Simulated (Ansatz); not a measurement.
**Pb: one contact scaled**

One table from this session's results is given with a row withheld; the runs are named, their logs left out.

Method: DFT PBE, with the methods named in each step, in Ansatz 0.2.0.

1 further run of the same task is left out (it didn't finish).

### Starting point

Symmetry: Fd-3m, No. 227, cubic system. The conventional cell has a = 6.834 Å, b = 6.834 Å, c = 6.834 Å, α = 90.00°, β = 90.00°, γ = 90.00°. Around Pb (site symmetry -43m) lie 4 Pb at 2.96 Å.

As a file:

```xyz
2
Lattice="0.0000 3.4169 3.4169 3.4169 0.0000 3.4169 3.4169 3.4169 0.0000" Properties=species:S:1:pos:R:3 pbc="T T T"
Pb   -0.8542   -0.8542   -0.8542
Pb    0.8542    0.8542    0.8542
```

Atoms are numbered in the order of the input: Pb1, Pb2.

The first run:

File input.yaml:

```yaml
crystal:
  lattice:
    - [0.0, 3.4168854378, 3.4168854378]
    - [3.4168854378, 0.0, 3.4168854378]
    - [3.4168854378, 3.4168854378, 0.0]
  atoms:
    - { symbol: Pb, position: [-0.125, -0.125, -0.125] }
    - { symbol: Pb, position: [0.125, 0.125, 0.125] }
kpoints:
  mp_grid: { grid: [8, 8, 8] }
scf:
  occupations: { method: fermi_dirac, width: 0.05 }
hamiltonian:
  xc: pbe
  pseudopotentials: { kind: paw }
output:
  forces: true
  stress: true
  eigenvalues: true
  efg: { contact_densities: true }
  populations: true
```

Started as:

```bash
ansatz run input.yaml --threads 1 --pin off --max-ram 2048MiB --backend cpu --events-out ev --progress --plain --runs-dir out
```

Among the steps run: Shortest bond scaled by 1, PAW; Shortest bond scaled by 0.82, PAW; Shortest bond scaled by 0.7, PAW; Shortest bond scaled by 0.64, PAW; Shortest bond scaled by 0.58, PAW; Shortest bond scaled by 0.58, PAW (level accurate).

One table of the session follows, with a row left open; its other results are not shown here.

| method | length (Å) | F from the given length (eV/cell) | force along the bond (eV/Å) | pressure (GPa) | largest force (eV/Å) |
| --- | --- | --- | --- | --- | --- |
| PAW | 1.716 | ? | ? | ? | ? |
| PAW | 1.894 | 12.135 | 43.504 | 52.98 | 43.504 |
| PAW | 2.071 | 6.307 | 23.954 | 30.34 | 23.954 |
| PAW | 2.426 | 1.411 | 6.898 | 9.48 | 6.898 |
| PAW | 2.959 | 0.000 | 0.000 | 3.09 | 0.000 |
| PAW (level accurate) | 1.716 | – | 90.463 | 103.32 | 90.463 |

Estimate the missing values for PAW, 1.716.

**Answer.** F from the given length (eV/cell): 22.566; force along the bond (eV/Å): 76.895; pressure (GPa): 87.56; largest force (eV/Å): 76.895.

To keep in mind: Warnings in the runs' records: gradients without spin orbit.
